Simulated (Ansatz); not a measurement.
# BaSnO3 (cubic perovskite), energy over volume and axial ratio

BaSnO3 (cubic perovskite)

```
BaSnO3
1.0
    4.17608     0.00000     0.00000
    0.00000     4.17608     0.00000
    0.00000     0.00000     4.17608
Ba Sn O
1 1 3
Direct
  0.00000   0.00000   0.00000
  0.50000   0.50000   0.50000
  0.00000   0.50000   0.50000
  0.50000   0.50000   0.00000
  0.50000   0.00000   0.50000
```

Grid over V/V₀ and (c/a)/(c/a)₀, subscript 0 meaning the relaxed cell; the conventional c axis lies along z; no internal relaxation.

Computed with PBE (plane waves to 420 eV, PAW, scalar-relativistic; Ansatz, a quantum-chemistry and plane-wave program). k mesh 8×8×8 (Γ-centred), Fermi-Dirac smearing 0.05 eV. The energy includes the smearing's −TS. Compression counts positive. BaSnO3 was relaxed with its symmetry unable to fall. ΔE is measured from the relaxed starting cell.

ΔE (kJ/mol of atoms), with V/V₀ across and (c/a)/(c/a)₀ down:

```tsv
(c/a)/(c/a)₀ \ V/V₀	0.960	0.980	1.000	1.020	1.040
0.920	5.39	4.35	3.86	3.84	4.26
0.960	2.02	1.19	0.88	1.05	1.63
1.000	1.02	0.25	0.00	0.22	0.86
1.040	1.89	1.06	0.76	0.93	1.52
1.080	4.27	3.27	2.82	2.85	3.30
```

σzz − σxx (GPa), with V/V₀ across and (c/a)/(c/a)₀ down:

```
(c/a)/(c/a)₀ \ V/V₀  0.960  0.980  1.000  1.020  1.040
-------------------  -----  -----  -----  -----  -----
0.920                 19.5   18.0   16.6   15.3   14.1
0.960                  8.9    8.2    7.5    6.9    6.4
1.000                  0.0    0.0    0.0    0.0    0.0
1.040                 -7.8   -7.1   -6.5   -5.9   -5.4
1.080                -14.7  -13.4  -12.2  -11.1  -10.1
```

Key numbers:

| Quantity | Value |
|---|---|
| Shear modulus C′ = (C11 − C12)/2 (fit, atoms clamped) | 87 GPa |
| Lowest place on the grid | V/V₀ = 1.000, (c/a)/(c/a)₀ = 1.000 (0.0 meV/atom) |
| Highest place on the grid | V/V₀ = 0.960, (c/a)/(c/a)₀ = 0.920 (55.9 meV/atom) |

The 25 points together took around 4 core-minutes (rough).

(A scan under strain: stresses follow from slopes of the energy per volume, elastic moduli from its curvatures.)
